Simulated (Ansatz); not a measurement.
**SiC (Moissanite 3C, F-43m): relaxing the cell for a phonon run**

Task: relax SiC (Moissanite 3C, F-43m) tightly.

Program: Ansatz 0.2.0. Level of theory: DFT LDA, scalar-relativistic, plane waves, PAW; PAW set soft_1. Results are calculated unless marked as measured.

The experiments to compare with:

“On melting of silicon carbide under pressure” (2012, arxiv:1210.3244) quotes from earlier work for SiC, 3C polytype (zincblende) (single crystals from silicon oxide and carbon black reaction at 2800 K, annealed in air): lattice constant a (a of cubic 3C-SiC starting crystals) 4.357 Å [Starting-material characterisation; no method, uncertainty or temperature given].

### Step 1. Set-up

It takes space group F-43m (No. 216, cubic). Conventional cell: a = 4.358 Å, b = 4.358 Å, c = 4.358 Å, α = 90.00°, β = 90.00°, γ = 90.00°. Si has 4 C at 1.89 Å nearest. Nearest to C lie 4 Si at 1.89 Å. Farther neighbours are not listed.

As a file:

```cif
data_structure
_symmetry_space_group_name_H-M 'F-43m'
_symmetry_Int_Tables_number 216
_cell_length_a 4.3580
_cell_length_b 4.3580
_cell_length_c 4.3580
_cell_angle_alpha 90.000
_cell_angle_beta 90.000
_cell_angle_gamma 90.000
_cell_volume 82.77
loop_
_atom_site_label
_atom_site_type_symbol
_atom_site_symmetry_multiplicity
_atom_site_Wyckoff_symbol
_atom_site_fract_x
_atom_site_fract_y
_atom_site_fract_z
_atom_site_occupancy
Si1 Si 4 a 0.00000 0.00000 0.00000 1
C1 C 4 d 0.25000 0.25000 0.75000 1
```

### Step 2. Probe on a coarse mesh

A quick single point on a coarse mesh tells whether the cell has a gap and how far it is from rest, which sets the k mesh and smearing that follow.

input.yaml reads:

```yaml
crystal:
  lattice:
    - [0.0, 2.179, 2.179]
    - [2.179, 0.0, 2.179]
    - [2.179, 2.179, 0.0]
  atoms:
    - { symbol: Si, position: [0.0, 0.0, 0.0] }
    - { symbol: C, position: [0.25, 0.25, 0.25] }
kpoints:
  mp_grid: { grid: [8, 8, 8] }
hamiltonian:
  xc: lda
  pseudopotentials: { kind: paw, azcp: { folder: soft_1 }, xc_functional: pbe }
scf:
  occupations: { method: gaussian, width: 0.1 }
output:
  forces: true
  stress: true
  eigenvalues: true
```

On the command line:

```bash
ansatz run input.yaml --threads 4 --pin off --max-ram 10240MiB --backend cpu --events-out ev --progress --plain --runs-dir out
```

Numbers of over 12 decimals in the logs are rounded to 6 here.

Output:

```text
Engine: ansatz 0.2.0, aarch64-unknown-linux-gnu
Pseudopotentials: kind: paw
Pseudopotential: Si, paw, valence charge 4, recommended cutoff 420 eV (normal), soft_1/Si.paw.azcp
Pseudopotential: C, paw, valence charge 4, recommended cutoff 420 eV (normal), soft_1/C.paw.azcp
Functional definition: SPW92
  exchange = slater_x
  correlation = pw_c
Crystal: 2 atoms, lattice volume = 20.692 Å³
[...]
--- Band table (eV; the first three rows and the last of 29) ---
  k-point 0: bands = ["-6.0774", "9.2469", "9.2469", "9.2469", "15.5069", "16.4418", "16.4418", "16.4418"]
  k-point 1: bands = ["-5.7717", "7.7757", "9.0445", "9.0445", "15.6859", "16.7912", "16.7912", "16.9920"]
  k-point 2: bands = ["-4.8765", "4.9734", "8.6373", "8.6373", "15.1786", "17.0474", "17.0474", "18.4828"]
  k-point 28: bands = ["-0.7313", "2.2085", "4.2256", "4.5330", "14.3843", "18.5749", "18.6042", "18.8667"]
[key lines of the parts left out:]
SCF converged after 7 iterations
Free energy (F): -852.198119 eV
Fermi energy:    9.905037 eV
P = ⅓ Tr σ = -4.4162 GPa (-44.162 kbar)
```

Run time: 0.28 s. Hardware: 4 threads of Arm Neoverse V2, shared host; peak memory 0.3 GiB.

Numbers from this step:

- pressure: -4.416 GPa
- gap on the k-mesh: 1.316 eV
- volume per atom: 10.35 Å³
- direct gap on mesh: 4.514 eV

The coarse mesh shows a gap of 1.32 eV and a pressure of -4.4 GPa.

### Step 3. Relaxation

The cell and atoms are relaxed, since residual forces and stress would shift the frequencies.

input.yaml, the sections that differ from step 2:

```yaml
kpoints:
  mp_grid: { grid: [10, 10, 10] }
scf:
  occupations: { method: gaussian, width: 0.02 }
relax:
  adjacent_minimum: "off"
  f_tol: 0.005
  max_steps: 80
  cell: { stress_tol: 0.05 }
# crystal, hamiltonian, output: as in step 2
```

Output:

```text
[...]
Crystal: 2 atoms, lattice volume = 20.692 Å³
Basis set: ecut = 420 eV, 411 PW (Γ)
Bands: 8, of which v1, the nominal top of the filled ones, is band 4 counted from 1 (3 counted from 0)
Symmetry: 24 space group operations
[...]
k-points: 47 of 1000 (time reversal used)
[...]
SCF iter   1: F=—  HF=-853.735342 eV  |F-HF|=—  |Δ(HF+E_count)|=         —  Δρ=1.37e-1  dr2=4.76e0  ethr=3.10e-3  ⟨swp⟩=6.1  Hψ=3217  notcnv=0
[...]
SCF iter   7: F=-852.199252 eV  HF=-852.199252 eV  |F-HF|=4.28e-10  |Δ(HF+E_count)|=   2.88e-8  Δρ=5.36e-6  dr2=2.26e-9  ethr=1.25e-9  ⟨swp⟩=4.0  Hψ=1110  notcnv=0
SCF 1 converged in 7 iterations: F = -852.199252 eV  dr2 = 2.26e-9
[...]
relax step   1: F+E_penalty+E_count = -852.19925176 eV  Δ(F+E_penalty+E_count) = +0.000e0 eV  max|allowed force component| = 3.146e-16 eV/Å  Δτ_max = 0.0000 Å  P = -4.419 GPa  Ω = 20.692 Å³  (7 SCF iters, dr2 threshold 1.00e-7 eV, accepted)
Crystal: 2 atoms, lattice volume = 20.475 Å³
[...]
iter 1 solved again at ethr=2.35e-5 eV; its pass at ethr=3.10e-3 eV (dr2=1.88e-3 eV) is discarded
[...]
SCF iter   4: F=-852.203968 eV  HF=-852.203968 eV  |F-HF|=2.14e-8  |Δ(HF+E_count)|=   3.32e-6  Δρ=2.20e-5  dr2=6.05e-8  ethr=2.50e-9  ⟨swp⟩=3.3  Hψ=1675  notcnv=0
SCF 2 converged in 4 iterations: F = -852.203968 eV  dr2 = 6.05e-8
[...]
relax step   2: F+E_penalty+E_count = -852.20396844 eV  Δ(F+E_penalty+E_count) = -4.717e-3 eV  max|allowed force component| = 8.789e-17 eV/Å  Δτ_max = 0.0000 Å  P = -2.105 GPa  Ω = 20.475 Å³  energy of the carried Pulay correction = +2.774e-4 eV  (4 SCF iters, dr2 threshold 2.00e-7 eV, accepted)
Crystal: 2 atoms, lattice volume = 20.281 Å³
[...]
SCF iter   4: F=-852.205463 eV  HF=-852.205463 eV  |F-HF|=1.87e-8  |Δ(HF+E_count)|=   2.76e-6  Δρ=2.06e-5  dr2=5.33e-8  ethr=2.50e-9  ⟨swp⟩=3.2  Hψ=1558  notcnv=0
SCF 3 converged in 4 iterations: F = -852.205463 eV  dr2 = 5.33e-8
[...]
relax step   3: F+E_penalty+E_count = -852.20546310 eV  Δ(F+E_penalty+E_count) = -1.495e-3 eV  max|allowed force component| = 1.249e-16 eV/Å  Δτ_max = 0.0000 Å  P = +0.062 GPa  Ω = 20.281 Å³  energy of the carried Pulay correction = +5.272e-4 eV  (4 SCF iters, dr2 threshold 2.00e-7 eV, accepted)
[...]
relax step   4: F+E_penalty+E_count = -852.20545710 eV  Δ(F+E_penalty+E_count) = +5.994e-6 eV  max|allowed force component| = 1.318e-16 eV/Å  Δτ_max = 0.0000 Å  P = +0.000 GPa  Ω = 20.286 Å³  energy of the carried Pulay correction = +5.201e-4 eV  (3 SCF iters, dr2 threshold 9.49e-9 eV, accepted)
[...]
SCF iter   4: F=-852.204955 eV  HF=-852.204955 eV  |F-HF|=1.71e-12  |Δ(HF+E_count)|=  2.12e-10  Δρ=5.50e-7  dr2=1.79e-11  ethr=1.00e-12  ⟨swp⟩=4.9  Hψ=1802  notcnv=0
SCF 5 converged in 4 iterations: F = -852.204955 eV  dr2 = 1.79e-11
relax step   5: F+E_penalty+E_count = -852.20495544 eV  Δ(F+E_penalty+E_count) = +5.017e-4 eV  max|allowed force component| = 8.327e-17 eV/Å  Δτ_max = 0.0000 Å  P = -0.041 GPa  Ω = 20.286 Å³  stress off target by 4.07e-2 GPa  SCF on the basis re-selected at this cell (its energy is not comparable with the rows above)  (4 SCF iters)
basis re-selected at this cell: Δ(F+E_penalty+E_count) = +5.017e-4 eV, ΔP = -0.041 GPa vs the last step (what re-selecting the basis moved, of the pressure what is left beyond the Pulay correction that the steps carried, after the strain that the cell walked since its last selection, with what the two solves' SCF thresholds leave and, on support functions, any second-order correction that the steps lacked; it is no m [...]
SCF converged after 4 iterations
Free energy (F): -852.204955 eV
[...]
Internal energy: -852.204955 eV  (E = F + TS)
E sigma→0 (E₀):  -852.204955 eV
Fermi energy:    10.146731 eV
[...]
--- Stress (GPa, compression-positive) ---
       -0.040653       0.000000      -0.000000
        0.000000      -0.040653       0.000000
       -0.000000       0.000000      -0.040653
  P = ⅓ Tr σ = -0.0407 GPa (-0.407 kbar)
--- Band table (eV; the first three rows and the last of 47) ---
[...]
--- Relaxed structure (4 steps of the walk, 4 accepted, 1 SCFs on fresh bases) ---
  F+E_penalty+E_count = -852.20495544 eV   max|allowed force component| = 8.327e-17 eV/Å   (the final SCF, on the basis selected at the relaxed cell)
  cell:  # Å, volume = 20.2862 Å³
    - [0, 2.164662, 2.164662]
    - [2.164662, 0, 2.164662]
    - [2.164662, 2.164662, 0]
  atoms:
    - { symbol: Si, position: [0, 0, 0] }
    - { symbol: C, position: [0.25, 0.25, 0.25] }
```

It took 1.5 s on 4 threads; peak memory 0.33 GiB.

Step by step:

```tsv
step	energy less that of the first step (eV)	largest force component (eV/Å)	pressure (GPa)	volume (Å³)
1	0.0000	0.0000	-4.42	20.69
2	-0.0047	0.0000	-2.11	20.47
3	-0.0062	0.0000	0.06	20.28
4	-0.0062	0.0000	0.00	20.29
5*	-0.0057	0.0000	-0.04	20.29
```

Relaxation steps marked * repeat the geometry before them on a plane-wave basis chosen anew for their cell, so energy and pressure can jump there.

The run keeps the 24 symmetry operations that it works with, so distortions that break them were not tested.

```tsv
conventional cell, symmetrised	before	after	change
a (Å)	4.358	4.329	-0.7 %
b (Å)	4.358	4.329	-0.7 %
c (Å)	4.358	4.329	-0.7 %
volume (Å³/atom)	10.35	10.14	-2.0 %
```

The relaxed structure:

```xyz
2
Lattice="0.0000 2.1647 2.1647 2.1647 0.0000 2.1647 2.1647 2.1647 0.0000" Properties=species:S:1:pos:R:3 pbc="T T T"
Si    0.0000    0.0000    0.0000
C     1.0823    1.0823    1.0823
```

This step gave:

```
pressure           : -0.04065 GPa
gap on the k-mesh  : 1.301 eV
volume per atom    : 10.14 Å³
direct gap on mesh : 4.537 eV
```

In this step the volume went from 10.35 to 10.14 Å³/atom.

### Step 4. Tight relaxation

Phonons need a cell at rest on their own settings, so the relaxation is repeated with tight tolerances on forces and stress on the k mesh and occupations of the first response run.

input.yaml, the sections that differ from step 3:

```yaml
crystal:
  lattice:
    - [0.0, 2.1646624558, 2.1646624558]
    - [2.1646624558, 0.0, 2.1646624558]
    - [2.1646624558, 2.1646624558, 0.0]
  atoms:
    - { symbol: Si, position: [0.0, 0.0, 0.0] }
    - { symbol: C, position: [0.25, 0.25, 0.25] }
kpoints:
  mp_grid: { grid: [12, 12, 12] }
scf:
  occupations: { method: fixed }
relax:
  adjacent_minimum: "off"
  f_tol: 0.001
  max_steps: 60
  cell: { stress_tol: 0.01 }
# hamiltonian, output: as in step 3
```

Output:

```text
[...]
Crystal: 2 atoms, lattice volume = 20.286 Å³
Basis set: ecut = 420 eV, 411 PW (Γ)
Bands: 8, of which v1, the nominal top of the filled ones, is band 4 counted from 1 (3 counted from 0)
[... 1 set-up line as in the run before ...]
[...]
k-points: 72 of 1728 (time reversal used)
[...]
-0.000000       0.000000      -0.000041
  P = ⅓ Tr σ = -0.0000 GPa (-0.000 kbar)
--- Band table (eV; the first three rows and the last of 72) ---
[...]
--- Relaxed structure (3 steps of the walk, 3 accepted, 1 SCFs on fresh bases) ---
[...]
cell:  # Å, volume = 20.2826 Å³
    - [0, 2.164534, 2.164534]
    - [2.164534, 0, 2.164534]
    - [2.164534, 2.164534, 0]
  atoms:
    - { symbol: Si, position: [0, 0, 0] }
    - { symbol: C, position: [0.25, 0.25, 0.25] }
[key lines of the parts left out:]
SCF converged after 4 iterations
Free energy (F): -852.205128 eV
Fermi energy:    9.498478 eV
```

It took 1.5 s on 4 threads; peak memory 0.34 GiB; 5.2 s of CPU time.

Little changed from the start: no atom moved by 0.005 Å and no cell edge by 0.1 %.

Numbers from this step:

```
pressure : -4.10e-5 GPa
```

The forces vanish by symmetry and the pressure is 0.000 GPa, within the tolerances set. The cell now holds 10.14 Å³/atom.

### Step 5. Results

- space group after relaxation (within 0.01 Å): F-43m
- lattice constant a: 4.329 Å
- lattice constant b: 4.329 Å
- lattice constant c: 4.329 Å
- volume per atom: 10.1 Å³
- gap on the k-mesh: 1.30 eV

In words: The forces vanish by symmetry and the pressure is 0.000 GPa, within the tolerances set. The cell now holds 10.14 Å³/atom. The relaxation keeps the symmetry of its start, so it says nothing on stability against lower symmetry. The PAW files were made for PBE and serve the other functionals too.

Computed beside measured:

| quantity | measured | LDA, PAW; PAW set soft_1 |
| --- | --- | --- |
| lattice constant a (Å) | 4.357 | 4.329 (-0.6 %) |

Measured values from arxiv:1210.3244 (2012).

How well it matches: The lattice constant a is off by -0.6 %: good agreement. The grades are ours: good and fair within 0.7 and 1.5 % for the lattice constant a. Zero-point motion and thermal expansion are not in the computed lattice constants.

[Logs are printed without paths, hosts, clocks, repeated set-up lines and the standing remarks that a program may print on its own settings, such as how far it seeks lower states.]

[Hosts, paths, dates, database ids (printed as entryN), source tags and the programs' standing remarks are cut or masked in the printed files.]
